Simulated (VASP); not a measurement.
Crystal: BaS.

```
Ba S
1.0
     0.00000    3.19375    3.19375
     3.19375    0.00000    3.19375
     3.19375    3.19375    0.00000
Ba S
1 1
Direct
  0.00000 0.00000 0.00000
  0.50000 0.50000 0.50000
```

```yaml
Program: VASP 6.6.1
Task: relaxation of cell and atoms
Functional: optPBE-vdW
Potentials_or_basis: VASP PAW PBE potentials, release 64 (Ba_sv, S)
Cutoff: 600 eV
k_mesh: 7 × 7 × 7
Occupations: fermi-dirac, width 0.05 eV
Spin: no spin polarisation
```

At the start: pressure 1.6 GPa; volume 32.58 Å³/atom.

Problem. Where does the relaxation end?

Solution. Over 3 steps the energy falls by 5.8 meV/atom and the volume is 33.75 Å³/atom (+3.6 %); space group Fm-3m (No. 225, to 0.05 Å).

The path:
```tsv
step	energy change (eV)	largest force (eV/Å)	pressure (GPa)	volume (Å³)
1	0.0000	0.0000	1.63	65.15
2	-0.0102	0.0000	-0.51	68.33
3	-0.0116	0.0000	0.00	67.50
```

Final structure:
```cif
data_structure
_symmetry_space_group_name_H-M 'P 1'
_symmetry_Int_Tables_number 1
_cell_length_a 4.5702
_cell_length_b 4.5702
_cell_length_c 4.5702
_cell_angle_alpha 60.000
_cell_angle_beta 60.000
_cell_angle_gamma 60.000
_cell_volume 67.50
loop_
_atom_site_label
_atom_site_type_symbol
_atom_site_fract_x
_atom_site_fract_y
_atom_site_fract_z
_atom_site_occupancy
Ba1 Ba 0.00000 0.00000 0.00000 1
S1 S 0.50000 0.50000 0.50000 1
```

Caveat: the PAW data sets were made with another functional, which shifts forces and pressure a little.
